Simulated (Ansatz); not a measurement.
# BP (F-43m): how far a G0W0 gap depends on its settings

Aim: test how the G0W0 gap of the published phase of BP (F-43m) moves with the number of bands, the screening cutoff and the other choices.

Code: Ansatz 0.2.0. G0W0, plane waves. (Simulation; spin polarisation is off.)

### Step 1. Starting point

The cell was relaxed beforehand with r2SCAN.

It is cubic, F-43m (No. 216); conventional cell a = 4.537 Å, 11.67 Å³ an atom. B has 4 P at 1.96 Å; P has 4 B at 1.96 Å.

Structure file:

```
CELL_PARAMETERS angstrom
0.00000 2.26832 2.26832
2.26832 0.00000 2.26832
2.26832 2.26832 0.00000
ATOMIC_POSITIONS crystal
B 0.00000 0.00000 0.00000
P 0.25000 0.25000 0.25000
```

### Step 2. 53 empty bands, 100 eV

Input file input.yaml:

```yaml
crystal:
  lattice:
    - [0.0, 2.2683154746, 2.2683154746]
    - [2.2683154746, 0.0, 2.2683154746]
    - [2.2683154746, 2.2683154746, 0.0]
  atoms:
    - { symbol: B, position: [0.0, 0.0, 0.0] }
    - { symbol: P, position: [0.25, 0.25, 0.25] }
kpoints:
  mp_grid: { grid: [6, 6, 6] }
hamiltonian:
  xc: pbe
scf:
  occupations: { method: fixed }
gw:
  n_empty_bands: 53
  ecut_chi: 100
  qp_bands: [v2, c2]
  qp_kpoints: band_edges
  screening: { model: contour_deformation }
```

### Step 3. 128 empty bands, 180 eV

input.yaml, as its differences from that of step 2:

```diff
@@ -15,4 +15,4 @@
 gw:
-  n_empty_bands: 53
-  ecut_chi: 100
+  n_empty_bands: 128
+  ecut_chi: 180
   qp_bands: [v2, c2]
```

### Step 4. 248 empty bands, 260 eV

input.yaml, as its differences from that of step 3:

```diff
@@ -15,4 +15,4 @@
 gw:
-  n_empty_bands: 128
-  ecut_chi: 180
+  n_empty_bands: 248
+  ecut_chi: 260
   qp_bands: [v2, c2]
```

### Step 5. Starting from HSE06

input.yaml, as its differences from that of step 4:

```diff
@@ -11,3 +11,3 @@
 hamiltonian:
-  xc: pbe
+  xc: hse06
 scf:
@@ -15,4 +15,4 @@
 gw:
-  n_empty_bands: 248
-  ecut_chi: 260
+  n_empty_bands: 128
+  ecut_chi: 180
   qp_bands: [v2, c2]
```

### Step 6. Starting from r2SCAN

input.yaml, as its differences from that of step 5:

```diff
@@ -11,3 +11,3 @@
 hamiltonian:
-  xc: hse06
+  xc: r2scan
 scf:
```

### Step 7. Starting from PBE0

input.yaml, as its differences from that of step 6:

```diff
@@ -11,3 +11,3 @@
 hamiltonian:
-  xc: r2scan
+  xc: pbe0
 scf:
```

### Step 8. A plasmon pole in place of the full frequency dependence

input.yaml, as its differences from that of step 7:

```diff
@@ -11,3 +11,3 @@
 hamiltonian:
-  xc: pbe0
+  xc: pbe
 scf:
@@ -19,2 +19,2 @@
   qp_kpoints: band_edges
-  screening: { model: contour_deformation }
+  screening: { model: godby_needs }
```

### Step 9. A finer mesh, 10×10×10

input.yaml, as its differences from that of step 8:

```diff
@@ -9,3 +9,3 @@
 kpoints:
-  mp_grid: { grid: [6, 6, 6] }
+  mp_grid: { grid: [10, 10, 10] }
 hamiltonian:
@@ -15,6 +15,6 @@
 gw:
-  n_empty_bands: 128
-  ecut_chi: 180
+  n_empty_bands: 37
+  ecut_chi: 80
   qp_bands: [v2, c2]
   qp_kpoints: band_edges
-  screening: { model: godby_needs }
+  screening: { model: contour_deformation }
```

### Step 10. Norm-conserving pseudopotentials

input.yaml, as its differences from that of step 9:

```diff
@@ -9,5 +9,6 @@
 kpoints:
-  mp_grid: { grid: [10, 10, 10] }
+  mp_grid: { grid: [6, 6, 6] }
 hamiltonian:
   xc: pbe
+  pseudopotentials: { kind: nc }
 scf:
@@ -15,4 +16,4 @@
 gw:
-  n_empty_bands: 37
-  ecut_chi: 80
+  n_empty_bands: 128
+  ecut_chi: 180
   qp_bands: [v2, c2]
```

**Question.** What will these runs give? Wanted: for each run, start; potentials; frequencies; empty bands; cutoff; Kohn-Sham gap; G0W0 gap.

As calculated:

```
 start  potentials  frequencies  empty bands  cutoff (eV)      mesh  Kohn-Sham gap (eV)  G0W0 gap (eV)
   PBE         PAW         full           53          100     6×6×6                1.33           1.90
   PBE         PAW         full          128          180     6×6×6                1.33           2.01
   PBE         PAW         full          248          260     6×6×6                1.33           2.05
 HSE06         PAW         full          128          180     6×6×6                2.06           2.32
r2SCAN         PAW         full          128          180     6×6×6                1.50           2.13
  PBE0         PAW         full          128          180     6×6×6                2.76           2.47
   PBE         PAW         pole          128          180     6×6×6                1.33           1.98
   PBE         PAW         full           37           80  10×10×10                1.24           1.78
   PBE          NC         full          128          180     6×6×6                1.34           2.01
```

Gaps are those on each run's own mesh.

With bands and cutoff raised together, from 53 bands at 100 eV to 248 at 260 eV, the gap moves by +0.15 eV, and on the last rung by +0.04 eV; extrapolated in 1/N from the last two rungs, the limit on this k mesh would lie near 2.1 eV. The starting point matters: against PBE, HSE06 gives +0.30 eV, r2SCAN gives +0.12 eV, PBE0 gives +0.45 eV. The plasmon pole changes the gap by -0.039 eV. Norm-conserving potentials change it by -0.006 eV.
